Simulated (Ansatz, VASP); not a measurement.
# One calculation of In, two programs

The input INCAR:

```
SYSTEM = In
PREC = Accurate
ENCUT = 520
EDIFF = 1E-7
ISMEAR = 0
SIGMA = 0.1
LREAL = .False.
LASPH = .True.
NELM = 100
ALGO = Normal
ISIF = 2
LWAVE = .False.
LCHARG = .False.
GGA = PE
NBANDS = 34
```

File KPOINTS:

```
Automatic mesh
0
Gamma
  15 15 4
  0 0 0
```

Contents of POSCAR:

```
In
1.0
    3.1636951532      0.0000000000      0.0000000000
   -1.5818475766      2.7398403724      0.0000000000
    0.0000000000      0.0000000000     10.8051082142
In
4
Direct
    0.0000000000      0.0000000000      0.0000000000
    0.3333333300      0.6666666700      0.2500000000
    0.0000000000      0.0000000000      0.5000000000
    0.6666666700      0.3333333300      0.7500000000
```

Input for Ansatz:

```yaml
crystal:
  lattice:
    - [3.1636951532, 0.0, 0.0]
    - [-1.5818475766, 2.7398403724, 0.0]
    - [0.0, 0.0, 10.8051082142]
  atoms:
    - { symbol: In, position: [0.0, 0.0, 0.0] }
    - { symbol: In, position: [0.33333333, 0.66666667, 0.25] }
    - { symbol: In, position: [0.0, 0.0, 0.5] }
    - { symbol: In, position: [0.66666667, 0.33333333, 0.75] }
basis:
  ecutwfc: 420
kpoints:
  mp_grid: { grid: [15, 15, 4] }
hamiltonian:
  xc: pbe
scf:
  occupations: { method: gaussian, width: 0.1 }
output:
  forces: true
  stress: true
  eigenvalues: true
  populations: true
```

Alike in both runs: task single point; functional PBE; k mesh 15 × 15 × 4; occupations gaussian, width 0.1 eV; no spin polarisation.

```csv
,VASP,Ansatz
version,VASP 6.6.1,Ansatz 0.2.0
potentials or method,"VASP PAW PBE potentials, release 64 (In_d)","scalar-relativistic, plane waves, PAW"
plane-wave cutoff (eV),520,420
valence electrons in the cell,52,52
```

|  | VASP | Ansatz | Ansatz less VASP |
| --- | --- | --- | --- |
| gap on the k mesh at the Fermi level (eV) | none | none | - |
| pressure (GPa) | 8.7 | 8.7 | +0.03 |
| largest component of the traceless stress (GPa) | 1.06 | 1.06 | -0.004 |

A gap of «none» marks a metal or a gap that the smearing closes.
